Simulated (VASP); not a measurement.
The system is SnS2.

```
Sn S
1.0
     3.63900    0.00000    0.00000
    -1.81950    3.15147    0.00000
     0.00000    0.00000    5.86800
Sn S
1 2
Direct
  0.00000 0.00000 0.00000
  0.33333 0.66667 0.25000
  0.66667 0.33333 0.75000
```

| Quantity | Value |
| --- | --- |
| Program | VASP 6.6.1 |
| Task | relaxation of cell and atoms |
| Functional | rev-vdW-DF2 |
| Potentials or basis | VASP PAW PBE potentials, release 64 (Sn_d, S) |
| Cutoff | 600 eV |
| k mesh | 9 × 9 × 5 |
| Occupations | gaussian, width 0.03 eV |
| Spin | no spin polarisation |

At the start: pressure 2.9 GPa; volume 22.43 Å³/atom.

Where does the relaxation end?

Over 11 steps the energy falls by 7.5 meV/atom and the volume is 23.10 Å³/atom (+3.0 %); space group P-3m1 (No. 164, to 0.05 Å).

The path:
```csv
step,energy change (eV),largest force (eV/Å),pressure (GPa),volume (Å³)
1,0.0000,0.3505,2.94,67.30
2,-0.0049,0.3273,-2.28,71.38
3,-0.0219,0.0258,-0.03,69.41
4,-0.0219,0.0191,0.06,69.37
5,-0.0223,0.0036,0.04,69.41
6,-0.0224,0.0203,0.01,69.44
7,-0.0224,0.0111,-0.05,69.46
8,-0.0224,0.0016,-0.11,69.47
9,-0.0224,0.0018,-0.08,69.46
10,-0.0225,0.0002,-0.07,69.40
11,-0.0225,0.0017,-0.03,69.30
```

Final structure:
```xyz
3
Lattice="3.6876 0.0000 0.0000 -1.8438 3.1936 0.0000 0.0000 0.0000 5.8846" Properties=species:S:1:pos:R:3 pbc="T T T"
Sn    1.8438    3.1936    0.0000
S     0.0000    2.1291    1.4836
S     1.8438    1.0645    4.4010
```

Caveat: the PAW data sets were made with another functional, which shifts forces and pressure a little.
